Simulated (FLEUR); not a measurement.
Runs of FLEUR MaX-R8.1 (later development tree) on GaN. Symmetry: F-43m, No. 216, cubic system. The conventional cell has a = 4.507 Å, b = 4.507 Å, c = 4.507 Å, α = 90.00°, β = 90.00°, γ = 90.00°. Around Ga (site symmetry -43m) lie 4 N at 1.95 Å. N (site symmetry -43m) has 4 Ga at 1.95 Å as nearest neighbours. The cell is a database's computed one.

```tsv
task	level	gmax	muffin-tin radii	max iterations	mixing factor	mixer	kmax	gap on the mesh (eV)	V0 of scaled cells (Å³/atom)	B0 (GPa)
equation of state	PBEsol	16.2 1/bohr	Ga 1.88, N 1.44 bohr	-	-	-	5.21 1/bohr	-	(b)	(a)
band structure	r2SCAN	15.7 1/bohr	Ga 1.94, N 1.48 bohr	80	0.05	Anderson	5.05 1/bohr	2.15	-	-
equation of state	r2SCAN	16.2 1/bohr	Ga 1.88, N 1.44 bohr	-	-	-	5.21 1/bohr	-	11.38	196
single point	PBEsol	16.2 1/bohr	Ga 1.88, N 1.44 bohr	60	0.05	Anderson	5.21 1/bohr	1.68	-	-
band structure	LDA	15.7 1/bohr	Ga 1.94, N 1.48 bohr	60	0.05	Anderson	5.05 1/bohr	1.74	-	-
```

Alike in all rows: potentials or basis all-electron, FLAPW; no spin polarisation; cell as given; k mesh 10 × 10 × 10; smearing fermi-dirac 0.05 eV.

Q: Estimate the missing entries.

A: (a) 188; (b) 11.37.

Caveats: the meta-GGA is that of a development version, with a GGA for the radial functions and cores and without core tails (some runs).

A k mesh can miss the band edges, and the runs leave out spin-orbit coupling on Ga.
